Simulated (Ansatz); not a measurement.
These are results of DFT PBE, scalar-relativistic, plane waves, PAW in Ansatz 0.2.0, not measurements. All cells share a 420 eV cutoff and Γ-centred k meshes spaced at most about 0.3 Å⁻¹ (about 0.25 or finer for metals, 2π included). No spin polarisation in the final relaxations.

These are static total energies at zero pressure. Lower structures may exist.

Question: Order these relaxed structures of SnSe2 by energy, lowest first, with the energy over the lowest of them.
A.

Space group P6mm (No. 183). a = 5.544 Å, b = 5.544 Å, c = 5.832 Å, α = 90.00°, β = 90.00°, γ = 120.00°
| atom | site | symmetry | x | y | z |
| --- | --- | --- | --- | --- | --- |
| Sn | 2b | 3m. | 0.3333 | 0.6667 | 0.9160 |
| Se | 3c | 2mm | 0.5000 | 0.0000 | 0.3867 |
| Se | 1a | 6mm | 0.0000 | 0.0000 | 0.8763 |

B.

Space group P-3m1 (No. 164). a = 3.872 Å, b = 3.872 Å, c = 6.988 Å, α = 90.00°, β = 90.00°, γ = 120.00°
```
atom  site  symmetry       x       y       z
  Sn    1a      -3m. 0.0000  0.0000  0.0000
  Se    2d       3m. 0.3333  0.6667  0.2281
```

C.

Space group P4/mmm (No. 123). a = 5.267 Å, b = 5.267 Å, c = 6.048 Å, α = 90.00°, β = 90.00°, γ = 90.00°
| atom | site | symmetry | x | y | z |
| --- | --- | --- | --- | --- | --- |
| Sn | 1b | 4/mmm | 0.0000 | 0.0000 | 0.5000 |
| Se | 2e | mmm. | 0.5000 | 0.0000 | 0.5000 |

D.

Space group Fmmm (No. 69). a = 3.886 Å, b = 7.980 Å, c = 11.929 Å, α = 90.00°, β = 90.00°, γ = 90.00°
```
atom  site  symmetry       x       y       z
  Sn    4a       mmm  0.0000  0.0000  0.0000
  Se    8i       mm2  0.5000  0.0000  0.8417
```

Answer: B (0 meV/atom), D (354 meV/atom), A (401 meV/atom), C (697 meV/atom). Forms: B cadmium iodide type, P-3m1; D Fmmm; A P6mm; C P4/mmm. Counting Se atoms around Sn (those within 1.25 times the shortest such distance or 1.15 times the sum of covalent radii; the shortest distance is added where it is long for a bond): B has Sn 6; D has Sn 4; A has Sn 9 from 3.2 Å; C has Sn 4.

Weakly bound directions are ill-defined at this level, which has no dispersion term (P-3m1, Fmmm, P4/mmm), and this can change margins and order among such cells. The P-3m1 cell at 30.2 Å³/atom was relaxed from a cell as deposited in COD. Cells relaxed within their symmetry can be saddle points. Some types were kept out of the candidates beforehand, so the set may lack a known form.
